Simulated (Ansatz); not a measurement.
The system is HfO2.

```
CELL_PARAMETERS angstrom
5.55640 0.00000 0.00000
0.00000 3.33360 0.00000
0.00000 0.00000 6.50500
ATOMIC_POSITIONS crystal
Hf 0.74868 0.75000 0.60787
Hf 0.25132 0.25000 0.39213
Hf 0.24868 0.75000 0.89213
Hf 0.75132 0.25000 0.10787
O 0.63950 0.25000 0.42340
O 0.36050 0.75000 0.57660
O 0.13950 0.25000 0.07660
O 0.86050 0.75000 0.92340
O 0.52079 0.25000 0.84145
O 0.47921 0.75000 0.15855
O 0.02079 0.25000 0.65855
O 0.97921 0.75000 0.34145
```

Measurements of this composition are mostly on another form, of space group No. 14.

Base run:

- Program: Ansatz 0.2.0
- Functional: PBE
- Potentials or basis: Ansatz PAW
- Cutoff: 600 eV
- Density cutoff: 2400 eV
- k mesh: 5 × 8 × 4
- Occupations: fermi-dirac, width 0.05 eV
- Spin: no spin polarisation

Its results: band gap on the k mesh 3.46 eV, direct; pressure 3.2 GPa; largest force 0.058 eV/Å.

Problem. The run is repeated on the same cell with these changes: functional from PBE to r2SCAN; cutoff from 600 eV to 500 eV (not typed: the program's choice for these potentials); hubbard terms from none to Hf d U = 3.5 eV; hubbard projectors from none to ortho-atomic (the default). What comes out?

Solution. Band gap on the k mesh 4.48 eV, direct; pressure 2.3 GPa; largest force 0.104 eV/Å.

Several settings changed at once, so the effect can't be laid on one alone.

Caveats: spin-orbit coupling is left out, which moves the levels of the heavy elements; odd divisions of the mesh miss points on the zone boundary, where band edges often lie, so the gap on the mesh can be too wide (some runs); the PAW data sets come from PBE, with cores solved anew for the run's functional, which leaves a small shift of forces and pressure (some runs).
